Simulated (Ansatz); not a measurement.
# AlNi3 (Pm-3m) in Ansatz: further runs

The runs below take AlNi3 through single point, with PBEsol.

All numbers are computed with Ansatz 0.2.0; they aren't measurements. Logs are shortened: lines on timing, memory, paths and dates and some standing lists are left out, and cuts for length are marked.

**1. Starting point**

Symmetry: Pm-3m, No. 221, cubic system. The conventional cell has a = 3.523 Å, b = 3.523 Å, c = 3.523 Å, α = 90.00°, β = 90.00°, γ = 90.00°. Ni (site symmetry 4/mmm) has 8 Ni at 2.49 Å and 4 Al at 2.49 Å as nearest neighbours. Al (site symmetry m-3m) has 12 Ni at 2.49 Å as nearest neighbours.

The cell is a database's computed one.

**2. Single point, PBEsol, collinear spin, ferromagnetic start**

Contents of input.yaml:

```yaml
crystal:
  lattice:
    - [3.5230547267, 0.0, 0.0]
    - [0.0, 3.5230547267, 0.0]
    - [0.0, 0.0, 3.5230547267]
  atoms:
    - { symbol: Ni, position: [0.5, 0.5, 0.0], spin: 2.5 }
    - { symbol: Ni, position: [0.5, 0.0, 0.5], spin: 2.5 }
    - { symbol: Ni, position: [0.0, 0.5, 0.5], spin: 2.5 }
    - { symbol: Al, position: [0.0, 0.0, 0.0] }
hamiltonian:
  xc: pbesol
  pseudopotentials: { kind: paw }
magnetization:
  spin_polarized: true
kpoints:
  mp_grid: { grid: [6, 6, 6] }
scf:
  occupations: { method: fermi_dirac, width: 0.05 }
output:
  forces: true
  stress: true
  eigenvalues: true
```

Potentials or basis: Ansatz PAW.

The run is started by

```bash
$ ansatz run input.yaml --threads 2 --pin off --max-ram 5632MiB --backend cpu --events-out ev --progress --plain --runs-dir out
```

The program printed:

```text
Warning: where an SCF of this run starts from atoms to list the orders of its open shells, Ni (sites 0, 1, 2, from 0) starts with 2.00 μB on its 3d shell, in the place of the 2.50 μB that the deck gives it: its open shells can hold no more by Hund's first rule. To start from spheres of the given moment, type scf.initial_density.shell_occupations: []
Warning: RAYON_NUM_THREADS=2 ignored (pool sized by the plan → 2); use --threads N
Engine: ansatz 0.2.0, x86_64-unknown-linux-gnu
Pseudopotentials: kind: paw
Pseudopotential: Ni, paw, valence charge 18, recommended cutoff 420 eV (normal), Ni.paw.azcp
Pseudopotential: Al, paw, valence charge 3, recommended cutoff 420 eV (normal), Al.paw.azcp
Functional definition: PBEsol
  exchange = pbesol_x
  correlation = pbesol_c
Crystal: 4 atoms, lattice volume = 43.728 Å³
Basis set: ecut = 420 eV, 847 PW (Γ), exchange–correlation on 48×48×48 points (8 copies of the dense FFT grid, shifted against one another)
Bands: 39, of which v1, the nominal top of the filled ones, is band 29 counted from 1 (28 counted from 0)
Symmetry: 48 space group operations
Space group: Pm-3m (ITA 221), of the structure as read, at distance tolerance 3.5e-5 Å
Magnetic group: BNS 221.92 (UNI 1594), of the structure as read, at distance tolerance 3.5e-5 Å
k-points: 20 of 216
Non-local potential: Ni, projectors of the file, l = 0: 3, l = 1: 2, l = 2: 3, l = 3: 1
Non-local potential: Al, projectors of the file, l = 0: 2, l = 1: 2, l = 2: 1
PAW form: soft (Blöchl's): semilocal exchange-correlation on the pseudo side does not see the compensation charge
PAW frozen core: Ni, regenerated for the run's functional, and the local potential with it (the file was generated under x = pbe(κ = 0.804, μ = 0.2195149727645171), c = pbe(β = 0.06672455060314922))
PAW frozen core: Al, regenerated for the run's functional, and the local potential with it (the file was generated under x = pbe(κ = 0.804, μ = 0.2195149727645171), c = pbe(β = 0.06672455060314922))
PAW one-centre angular grid: Ni, 590 points (default); XC on 64 Gauss nodes
PAW one-centre angular grid: Al, 110 points (default); XC on 64 Gauss nodes
Initial density: superposition of atomic densities (chi_scale 0.1, normalization cell)
Starting moments: Σ|m| = 7.5 μB on 3 of 4 sites
Initial wavefunctions: pseudopotential atomic-orbital guess
Functional: x = pbesol(κ = 0.804, μ = 0.12345679012345678), c = pbesol(β = 0.046)
SCF iter   1: F=—  HF=-17940.203708 eV  |F-HF|=—  |Δ(HF+E_count)|=         —  Δρ=2.39e-1 (↑2.39e-1 ↓1.35e-1)  dr2=3.61e0  dr2_m=1.37e1  M=1.137 μB ∫|m|=1.499 μB  β_m=0.30  ethr=3.10e-3  ⟨swp⟩=7.5  Hψ=6434  notcnv=0  defer=1
Mixer restart at iter 1: flushing history
preconditioner: auto → Kerker (q_TF=auto, 2.852 Å⁻¹)  [metal: Δε(μ)=0.053 eV  Ē_g=10.063 eV  σ=0.050 eV  W_gap=0.26  n_scr=18 (ndim 8)  ℏωp=32.3 eV  f_vac=0.000  D(μ)=2.35/eV (n_scr^D=26)]
spin=Collinear: Kerker preconditioning applied to the charge; magnetization (m = ρ↑ − ρ↓) channel mixes plain (no charge-response kernel on spin).
SCF iter   2: F=—  HF=-17938.442205 eV  |F-HF|=—  |Δ(HF+E_count)|=    1.76e0  Δρ=1.49e-1 (↑1.22e-1 ↓1.49e-1)  dr2=3.98e-1  dr2_m=7.29e0  M=1.065 μB ∫|m|=1.343 μB  β_m=0.55  ethr=3.10e-3  ⟨swp⟩=2.1  Hψ=2695  notcnv=0  defer=136
SCF iter   3: F=—  HF=-17941.275868 eV  |F-HF|=—  |Δ(HF+E_count)|=    2.83e0  Δρ=7.83e-2 (↑7.83e-2 ↓3.21e-2)  dr2=5.98e-1  dr2_m=1.14e0  M=0.897 μB ∫|m|=1.140 μB  β_m=0.62  ethr=6.98e-4  ⟨swp⟩=3.1  Hψ=3409  notcnv=0  defer=141
SCF iter   4: F=—  HF=-17941.384544 eV  |F-HF|=—  |Δ(HF+E_count)|=   1.09e-1  Δρ=3.19e-2 (↑1.54e-2 ↓3.19e-2)  dr2=8.32e-1  dr2_m=2.96e-2  M=0.675 μB ∫|m|=0.847 μB  β_m=0.76  ethr=6.98e-4  ⟨swp⟩=2.5  Hψ=2916  notcnv=0  defer=147
SCF iter   5: F=—  HF=-17941.240966 eV  |F-HF|=—  |Δ(HF+E_count)|=   1.44e-1  Δρ=9.97e-3 (↑3.86e-3 ↓9.97e-3)  dr2=3.53e-2  dr2_m=5.36e-3  M=0.635 μB ∫|m|=0.777 μB  β_m=0.88  ethr=6.98e-4  ⟨swp⟩=3.0  Hψ=2657  notcnv=0  defer=147
SCF iter   6: F=—  HF=-17941.260308 eV  |F-HF|=—  |Δ(HF+E_count)|=   1.93e-2  Δρ=3.32e-3 (↑2.29e-3 ↓3.32e-3)  dr2=7.71e-3  dr2_m=1.50e-4  M=0.661 μB ∫|m|=0.811 μB  β_m=0.94  ethr=6.19e-5  ⟨swp⟩=2.6  Hψ=2623  notcnv=0  defer=146
SCF iter   7: F=—  HF=-17941.260325 eV  |F-HF|=—  |Δ(HF+E_count)|=   1.71e-5  Δρ=3.19e-4 (↑2.92e-4 ↓3.19e-4)  dr2=2.46e-4  dr2_m=1.10e-6  M=0.668 μB ∫|m|=0.823 μB  β_m=0.97  ethr=1.35e-5  ⟨swp⟩=2.0  Hψ=2373  notcnv=0  defer=146
SCF iter   8: F=—  HF=-17941.260188 eV  |F-HF|=—  |Δ(HF+E_count)|=   1.36e-4  Δρ=1.18e-4 (↑1.05e-4 ↓1.18e-4)  dr2=8.61e-6  dr2_m=2.85e-6  M=0.667 μB ∫|m|=0.823 μB  β_m=0.98  ethr=4.32e-7  ⟨swp⟩=2.3  Hψ=2223  notcnv=0  defer=146
SCF iter   9: F=—  HF=-17941.260182 eV  |F-HF|=—  |Δ(HF+E_count)|=   6.76e-6  Δρ=4.12e-5 (↑2.81e-5 ↓4.12e-5)  dr2=2.42e-7  dr2_m=4.00e-7  M=0.668 μB ∫|m|=0.824 μB  β_m=0.99  ethr=1.51e-8  ⟨swp⟩=2.0  Hψ=2223  notcnv=0  defer=146
SCF iter  10: F=—  HF=-17941.260181 eV  |F-HF|=—  |Δ(HF+E_count)|=   1.23e-7  Δρ=1.14e-5 (↑1.14e-5 ↓6.09e-6)  dr2=8.85e-8  dr2_m=4.29e-9  M=0.668 μB ∫|m|=0.824 μB  β_m=1.00  ethr=4.25e-10  ⟨swp⟩=2.0  Hψ=2537  notcnv=0  defer=146
SCF iter  11: F=—  HF=-17941.260181 eV  |F-HF|=—  |Δ(HF+E_count)|=   9.15e-9  Δρ=5.13e-6 (↑4.90e-6 ↓5.13e-6)  dr2=2.85e-8  dr2_m=1.74e-11  M=0.668 μB ∫|m|=0.824 μB  β_m=0.91  ethr=1.55e-10  ⟨swp⟩=1.1  Hψ=1573  notcnv=0  defer=146
SCF iter  12: F=-17941.260181 eV  HF=-17941.260181 eV  |F-HF|=3.02e-10  |Δ(HF+E_count)|=   3.76e-9  Δρ=5.93e-7 (↑5.93e-7 ↓4.09e-7)  dr2=2.54e-10  dr2_m=7.21e-12  M=0.668 μB ∫|m|=0.824 μB  ethr=5.00e-11  ⟨swp⟩=7.3  Hψ=6504  notcnv=0
SCF 1 converged in 12 iterations: F = -17941.260181 eV  dr2 = 2.54e-10
WARN: the net moment that the starting moments add up to was not kept: the SCF closed with a net magnetisation of 6.6e-1 μB in size, at most 0.1 of the 7.5 μB that the starting moments add up to as vectors. Its absolute magnetisation is 8.3e-1 μB, where they sum to 7.5 μB in size (3 sites): that figure counts also what cancels out within the cell. The system's net moment may be that small; this SCF shows only that its start led to no larger one. To try another start: change the starting moments (crystal.atoms[].spin, magnetization.per_species, magnetization.initial_magnetization, or on a non-collinear deck that types none of these the spinor_matrix: blocks that start its atoms; where the total moment is fixed, keep their sum and leave initial_magnetization as it is; typed ones take the place of any that the run laid by itself, positive ones on a crystal's lanthanoids without a Hubbard term where scf.initial_density.shell_occupations: [] is typed); see also scf.mixing.spin_hold.
SCF converged after 12 iterations
Magnetization: 0.6679 μB (28.8339 up, 28.1661 down)
Absolute magnetization: 0.8250 μB (∫|ρ↑−ρ↓|, with the PAW one-centre terms)
Spin contamination: 0.0092 ħ² per cell (⟨S²⟩ above its minimum at these occupations)
Per-site moments (μB) at R_I (Å): [(0.24598814079458922, 1.0276100536931165), (0.24598814079458894, 1.0276100536931165), (0.2459881407945891, 1.0276100536931165), (-0.01525831510061751, 1.0276100536931165)]
Free energy (F): -17941.260181 eV
Harris-Foulkes:  -17941.260181 eV  (|F-HF|=3.02e-10)
Internal energy: -17941.230687 eV  (E = F + TS)
E sigma→0 (E₀):  -17941.245434 eV
Entropy (-TS):   -0.029494 eV (-7.374 meV/atom)
Fermi energy:    16.297042 eV
--- Per-component energies (eV) ---
  E_band       = -905.751327
  E_kinetic    = 879.895686
  E_local      = -11864.986298  (includes V_loc(G=0)·N_el)
  E_nonlocal   = 1919.597618
  E_hartree    = 5049.015505
  E_xc         = -296.245683
  E_vxc        = -361.603651  (∫ρ·V_xc dr)
  E_paw        = -5240.940602  (= ΣΔE_a)
  E_vpaw       = -1576.689510  (= ΣTr[D̂ρ^β])
  E_aug_tail   = 0.001624  (compensation charges beyond the density's cutoff)
  E_ewald      = -8388.179542
  E_core_change = 0.611006  (= ΣΔE_core)
  E_smearing   = -0.029494  (= −TS)
  E_closure    = -0.000000  (closes the sum)
  Σ components = -17941.260181   (vs F -17941.260181, Δ=0.00e0)
--- Forces (eV/Å), atoms counted from 1 ---
  atom   1  Ni    -0.00000000    -0.00000000    -0.00000000
  atom   2  Ni    -0.00000000    -0.00000000     0.00000000
  atom   3  Ni     0.00000000    -0.00000000    -0.00000000
  atom   4  Al    -0.00000000    -0.00000000    -0.00000000
  max |Σ_I F_I| component: 7.39e-29 eV/Å
--- Stress (GPa, compression-positive) ---
       -0.626477      -0.000000       0.000000
        0.000000      -0.626477       0.000000
        0.000000       0.000000      -0.626477
  P = ⅓ Tr σ = -0.6265 GPa (-6.265 kbar)
--- Band table (eV; the first three rows and the last of 40) ---
  k-point 0 ↑: bands = ["-86.5538", "-86.5200", "-86.5200", "-47.1529", "-47.1529", "-47.1529", "-47.0695", "-47.0695", "-47.0695", "-47.0011", "-47.0011", "-47.0011", "6.0739", "11.7731", "12.4806", "12.4806", "12.8504", "12.8504", "12.8504", "14.8839", "14.8839", "14.8839", "15.7482", "15.7482", "16.0714", "16.2602", "16.2602", "16.2602", "17.1248", "17.1248", "17.1248", "22.9976", "22.9976", "23.8791", "28.7199", "28.7199", "28.7199", "30.4573", "30.4573"]
  k-point 1 ↑: bands = ["-86.5518", "-86.5220", "-86.5200", "-47.1472", "-47.1472", "-47.1436", "-47.0710", "-47.0710", "-47.0698", "-47.0114", "-47.0052", "-47.0052", "6.4200", "11.8305", "12.2894", "12.6983", "12.9093", "12.9093", "12.9307", "14.6945", "14.6945", "14.7956", "15.5093", "15.6975", "15.6975", "15.7489", "15.9441", "16.0860", "16.2605", "18.1307", "18.1307", "22.9646", "23.5450", "25.2763", "27.0983", "27.0983", "27.8726", "29.2245", "29.9631"]
  k-point 2 ↑: bands = ["-86.5466", "-86.5271", "-86.5199", "-47.1337", "-47.1337", "-47.1184", "-47.0761", "-47.0761", "-47.0706", "-47.0384", "-47.0137", "-47.0137", "7.4223", "10.8606", "12.4311", "13.0536", "13.0536", "13.1200", "13.2392", "14.3200", "14.3200", "14.5900", "14.7464", "15.2240", "15.2240", "15.3662", "15.5313", "15.8061", "16.2611", "19.8431", "19.8431", "22.8801", "23.9061", "24.3829", "24.3829", "26.0286", "27.5861", "29.2430", "31.2765"]
  k-point 19 ↓: bands = ["-86.2238", "-86.2238", "-86.2238", "-46.8700", "-46.8700", "-46.8700", "-46.8475", "-46.7406", "-46.7406", "-46.7406", "-46.6558", "-46.6558", "10.5523", "12.3404", "12.3404", "12.3404", "14.1367", "14.1367", "14.1367", "14.4139", "14.4139", "14.4139", "15.1281", "15.1281", "15.1281", "15.4028", "15.4028", "15.9571", "16.4135", "16.4135", "16.4135", "20.0293", "20.6188", "20.6188", "20.6188", "34.5920", "34.5920", "36.4969", "36.4969"]
```

Run time: 1.9 s. Hardware: 2 threads of Intel Xeon 6975P-C (Granite Rapids), shared host; peak memory 0.41 GiB.

Results:

| Quantity | Value |
| --- | --- |
| Free energy | -17941.2602 eV |
| Pressure | -0.6 GPa |
| Band gap on the k mesh | none (metal or under the smearing width) |
| Net moment | 0.67 μB per cell |
| Absolute moment | 0.82 μB per cell |
| Site moments | Ni +0.25; Al -0.02 μB |

Levels at points of the mesh, in eV from the Fermi level:
Spin up:
```
              k point  band 26  band 27  band 28  band 29  band 30  band 31  band 32  band 33
   (0.00, 0.00, 0.00)    -0.04    -0.04    -0.04     0.83     0.83     0.83     6.70     6.70
  (0.00, 0.00, -0.50)    -1.20    -1.06    -0.49    -0.04     5.62     5.62     5.66     5.66
 (0.00, -0.50, -0.50)    -1.24    -0.99    -0.97    -0.58     0.91     0.91     8.26     8.26
(-0.50, -0.50, -0.50)    -1.08    -1.08    -0.33    -0.22    -0.22    -0.22     3.64     4.13
```
Spin down:
```csv
k point,band 26,band 27,band 28,band 29,band 30,band 31
"(0.00, 0.00, 0.00)",0.35,0.35,0.35,0.80,0.80,0.80
"(0.00, 0.00, -0.50)",-0.96,-0.84,-0.30,0.35,5.67,5.67
"(0.00, -0.50, -0.50)",-1.12,-0.78,-0.63,-0.44,1.17,1.17
"(-0.50, -0.50, -0.50)",-0.89,-0.89,-0.34,0.12,0.12,0.12
```

Caveat: the PAW data sets come from PBE, with cores solved anew for the run's functional, which leaves a small shift of forces and pressure; the starting moments weren't kept.

**3. Single point, PBEsol, collinear spin, antiferromagnetic start**

input.yaml, as its differences from that of step 2:

```diff
@@ -7,3 +7,3 @@
     - { symbol: Ni, position: [0.5, 0.5, 0.0], spin: 2.5 }
-    - { symbol: Ni, position: [0.5, 0.0, 0.5], spin: 2.5 }
+    - { symbol: Ni, position: [0.5, 0.0, 0.5], spin: -2.5 }
     - { symbol: Ni, position: [0.0, 0.5, 0.5], spin: 2.5 }
```

Potentials or basis: Ansatz PAW.

The run is started by

```bash
$ ansatz run input.yaml --threads 2 --pin off --max-ram 5632MiB --backend cpu --events-out ev --progress --plain --runs-dir out
```

It took 3.4 s on 2 threads of Intel Xeon 6975P-C (Granite Rapids), shared host; peak memory 0.49 GiB.

It converged, with:

```
Free energy            : -17941.2602 eV
Pressure               : -0.6 GPa
Band gap on the k mesh : none (metal or under the smearing width)
Net moment             : 0.67 μB per cell
Absolute moment        : 0.82 μB per cell
Site moments           : Ni +0.25; Al -0.02 μB
```

Levels at points of the mesh, in eV from the Fermi level:
Spin up:
```
              k point  band 26  band 27  band 28  band 29  band 30  band 31  band 32  band 33
   (0.00, 0.00, 0.00)    -0.04    -0.04    -0.04     0.83     0.83     0.83     6.70     6.70
  (0.00, 0.00, -0.50)    -1.20    -1.06    -0.49    -0.04     5.62     5.62     5.66     5.66
  (0.00, -0.50, 0.00)    -1.20    -1.06    -0.49    -0.04     5.62     5.62     5.66     5.66
 (0.00, -0.50, -0.50)    -1.24    -0.99    -0.97    -0.58     0.91     0.91     8.26     8.26
 (-0.50, 0.00, -0.50)    -1.24    -0.99    -0.97    -0.58     0.91     0.91     8.26     8.26
(-0.50, -0.50, -0.50)    -1.08    -1.08    -0.33    -0.22    -0.22    -0.22     3.64     4.13
```
Spin down:
```tsv
k point	band 26	band 27	band 28	band 29	band 30	band 31
(0.00, 0.00, 0.00)	0.35	0.35	0.35	0.80	0.80	0.80
(0.00, 0.00, -0.50)	-0.96	-0.84	-0.30	0.35	5.67	5.67
(0.00, -0.50, 0.00)	-0.96	-0.84	-0.30	0.35	5.67	5.67
(0.00, -0.50, -0.50)	-1.12	-0.78	-0.63	-0.44	1.17	1.17
(-0.50, 0.00, -0.50)	-1.12	-0.78	-0.63	-0.44	1.17	1.17
(-0.50, -0.50, -0.50)	-0.89	-0.89	-0.34	0.12	0.12	0.12
```

Caveat: the PAW data sets come from PBE, with cores solved anew for the run's functional, which leaves a small shift of forces and pressure; the starting moments weren't kept.
